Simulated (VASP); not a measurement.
Here is a VASP 6.6.1 calculation.

INCAR

```
SYSTEM = CuAu
ALGO     = Normal         ! electronic algorithm
EDIFF    = 1E-7           ! SCF threshold, eV
EDIFFG   = -0.005         ! ionic threshold
ENCUT    = 600            ! plane-wave cutoff, eV
GGA      = PS             ! functional
IBRION   = 2              ! ionic algorithm
ISIF     = 3              ! what is computed and relaxed
ISMEAR   = 0              ! smearing method
LASPH    = .TRUE.         ! aspherical terms in the spheres
LCHARG   = .FALSE.        ! write CHGCAR
LREAL    = .FALSE.        ! projectors in reciprocal space
LWAVE    = .FALSE.        ! write WAVECAR
NELM     = 60             ! most SCF steps
NSW      = 90             ! ionic steps
PREC     = Accurate       ! precision mode
SIGMA    = 0.1            ! smearing width, eV
```

File KPOINTS:

```
k-points
0
G
  14 14 12
  0 0 0
```

File POSCAR:

```
CuAu
1.0
    2.8507024000      0.0000000000      0.0000000000
    0.0000000000      2.8507024000      0.0000000000
    0.0000000000      0.0000000000      3.5816088600
Cu Au
1 1
Direct
    0.5000000000      0.5000000000      0.5000000000
    0.0000000000      0.0000000000      0.0000000000
```

Potentials or basis: VASP PAW PBE potentials, release 64 (Cu, Au).

Command:

```sh
$ cat potpaw_PBE.64/Cu/POTCAR potpaw_PBE.64/Au/POTCAR > POTCAR
$ mpirun -np 1 vasp_std > vasp.out
```

Q: What does it give for the relaxed volume?

A: 14.23 Å³/atom.

Q: Predict the band gap on the k mesh.

A: None (metal or under the smearing width).

Q: Predict the space group after relaxing (to 0.05 Å).

A: P4/mmm (No. 123).

Step by step:
| step | energy change (eV) | largest force (eV/Å) | pressure (GPa) | volume (Å³) |
| --- | --- | --- | --- | --- |
| 1 | 0.0000 | 0.0000 | -3.65 | 29.11 |
| 2 | 0.0025 | 0.0000 | 4.66 | 27.73 |
| 3 | -0.0077 | 0.0000 | -0.05 | 28.45 |
| 4 | -0.0077 | 0.0000 | 0.08 | 28.44 |
| 5 | -0.0077 | 0.0000 | -0.09 | 28.47 |
| 6 | -0.0077 | 0.0000 | -0.05 | 28.46 |
| 7 | -0.0077 | 0.0000 | -0.05 | 28.46 |
| 8 | -0.0077 | 0.0000 | 0.01 | 28.46 |

Caveat: the PAW data sets were made with another functional, which shifts forces and pressure a little. The run has no spin-orbit coupling, so splittings on Au are missing.
